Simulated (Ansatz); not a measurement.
**Tl (sc type): how the settings move a single-point run**

Aim: see which settings change the result for Tl (sc type), by how much, and at what cost.

Computed with Ansatz 0.2.0 (reference: DFT, PBE, PAW with Ansatz's default frozen-core files, scalar-relativistic, unless a step's input says otherwise).

### Step 1. The system as given

Symmetry: Pm-3m, No. 221, cubic system. Conventional cell: a = 2.887 Å, b = 2.887 Å, c = 2.887 Å, α = 90.00°, β = 90.00°, γ = 90.00°. Tl (site symmetry m-3m) has 6 Tl at 2.89 Å as nearest neighbours.

As a file:

```cif
data_structure
_symmetry_space_group_name_H-M 'Pm-3m'
_symmetry_Int_Tables_number 221
_cell_length_a 2.8871
_cell_length_b 2.8871
_cell_length_c 2.8871
_cell_angle_alpha 90.000
_cell_angle_beta 90.000
_cell_angle_gamma 90.000
_cell_volume 24.07
loop_
_atom_site_label
_atom_site_type_symbol
_atom_site_symmetry_multiplicity
_atom_site_Wyckoff_symbol
_atom_site_fract_x
_atom_site_fract_y
_atom_site_fract_z
_atom_site_occupancy
Tl1 Tl 1 a 0.00000 0.00000 0.00000 1
```

### Step 2. Baseline

Input file input.yaml:

```yaml
crystal:
  lattice:
    - [2.8871115796, 0.0, 0.0]
    - [0.0, 2.8871115796, 0.0]
    - [0.0, 0.0, 2.8871115796]
  atoms:
    - { symbol: Tl, position: [0.0, 0.0, 0.0] }
kpoints:
  mp_grid: { grid: [12, 12, 12] }
scf:
  occupations: { method: fermi_dirac, width: 0.08 }
hamiltonian:
  xc: pbe
  pseudopotentials: { kind: paw }
output:
  forces: true
  stress: true
  eigenvalues: true
  populations: true
  write_density: true
  write_potential: true
  elf: true
  volumetric_format: npy
```

Launch:

```sh
$ ansatz run input.yaml --threads 1 --pin off --max-ram 2048MiB --backend cpu --events-out ev --progress --plain --runs-dir out
```

### Step 3. Changed: occupations.method cold, occupations.width 0.2, lower_state_search standard, xc rpbe

Input file input.yaml:

```yaml
crystal:
  lattice:
    - [2.8871115796, 0.0, 0.0]
    - [0.0, 2.8871115796, 0.0]
    - [0.0, 0.0, 2.8871115796]
  atoms:
    - { symbol: Tl, position: [0.0, 0.0, 0.0] }
kpoints:
  mp_grid: { grid: [12, 12, 12] }
scf:
  occupations: { method: cold, width: 0.2 }
  lower_state_search: standard
hamiltonian:
  xc: rpbe
  pseudopotentials: { kind: paw }
output:
  forces: true
  stress: true
  eigenvalues: true
  populations: true
```

What does the calculation give? Wanted: for each run, ending; energy change; pressure; gap; force.

**Answer**, as computed:

```csv
run,ending,energy change,pressure (GPa),gap (eV),force (eV/Å),cycles,time
reference,converged,-,20.2,0.00,0.00,6,1.7 s
"1: occupations.method cold, occupations.width 0.2, lower_state_search standard, xc rpbe",converged,not comparable,22.6,0.00,0.00,6,1.7 s
```

Times don't compare one to one where runs were asked for different outputs or read a saved state (see the inputs); cycles may leave out searches for a lower state.

Residual by cycle in the longest SCF loop of each run; runs are numbered as in the table. The quantity is the density residual dr2, in eV.

```csv
cycle,reference,run 1
1,1.9e-4,0.00146
2,1.5e-4,9.0e-5
3,1.9e-5,1.9e-5
4,5.7e-6,3.6e-6
5,5.9e-8,2.1e-7
6,3.6e-11,3.2e-9
```

What this shows: A change of functional puts the total energy on another scale; the pressure goes from 20.2 to 22.6 GPa. The smearing and search for lower states changed too. The structure is not at rest: the sound run finds 20 GPa, so these are no properties of the relaxed crystal. 
